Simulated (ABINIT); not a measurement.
NaH:

```
Na H
1.0
     0.00000    2.44000    2.44000
     2.44000    0.00000    2.44000
     2.44000    2.44000    0.00000
Na H
1 1
Cartesian
  0.0000 0.0000 0.0000
  2.4400 2.4400 2.4400
```

Base run:

```yaml
Program: ABINIT 10.8.3 (patched build)
Functional: PBEsol
Potentials_or_basis: PseudoDojo NC SR PBEsol v0.4.1 standard
Cutoff: 1197 eV
k_mesh: 9 × 9 × 9
Occupations: fermi-dirac, width 0.05 eV
Spin: no spin polarisation
```

Its results: pressure -1.2 GPa.

**Question.** After a change of settings the same cell gave: pressure -2.5 GPa. Which change was it?
A. functional from PBEsol to r2SCAN; potentials or basis from PseudoDojo NC SR PBEsol v0.4.1 standard to JTH PAW PBE v2.0; cutoff from 1197 eV to 1306 eV
B. functional from PBEsol to LDA; potentials or basis from PseudoDojo NC SR PBEsol v0.4.1 standard to JTH PAW LDA v2.0; cutoff from 1197 eV to 1088 eV
C. functional from PBEsol to PBE; potentials or basis from PseudoDojo NC SR PBEsol v0.4.1 standard to JTH PAW PBE v2.0; cutoff from 1197 eV to 1088 eV

**Answer.** B.
